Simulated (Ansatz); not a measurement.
ZnSiP2: do energies and stresses tell the same story?

All numbers below come from DFT PBE, scalar-relativistic, plane waves, PAW in Ansatz 0.2.0.

Plane waves to 420 eV, a k mesh through Γ of 8×8×8 on the computed 8-atom cell and Gaussian smearing (0.02 eV); no spin polarisation.

Relaxed cell: I-42d, a = 5.418 Å, b = 5.418 Å, c = 10.538 Å, α = 90.00°, β = 90.00°, γ = 90.00°, 8 atoms in the primitive cell. Whether it is the stable form of this composition wasn't checked.

Energies at zero smearing and pressures from the stress tensor, at volumes with shape and atoms relaxed:
```csv
V (Å³/atom),E − E(first) (meV/atom),P (GPa)
18.172,0.00,6.04
18.752,-15.82,2.79
19.332,-20.81,0.04
19.912,-16.60,-2.30
20.492,-4.61,-4.27
```

Q: Check P = −dE/dV between neighbouring volumes, and get the bulk modulus from the pressures alone.

A: With 1 eV/Å³ = 160.2 GPa:
```csv
middle V (Å³/atom),−ΔE/ΔV (GPa),mean P (GPa)
18.462,4.370,4.415
19.042,1.378,1.415
19.622,-1.161,-1.129
20.202,-3.313,-3.285
```

The two differ by 0.04 GPa at most. The mean of two end pressures misses the average over a step by about ΔV² P″/12, up to 0.04 GPa here; with that taken off 0.00 GPa remains. Around V = 19.332 Å³/atom, the two neighbours give B = −V ΔP/ΔV = 19.332 × 5.09 / 1.160 = 84.8 GPa, against B0 = 84.2 GPa from the Birch–Murnaghan fit of the energies.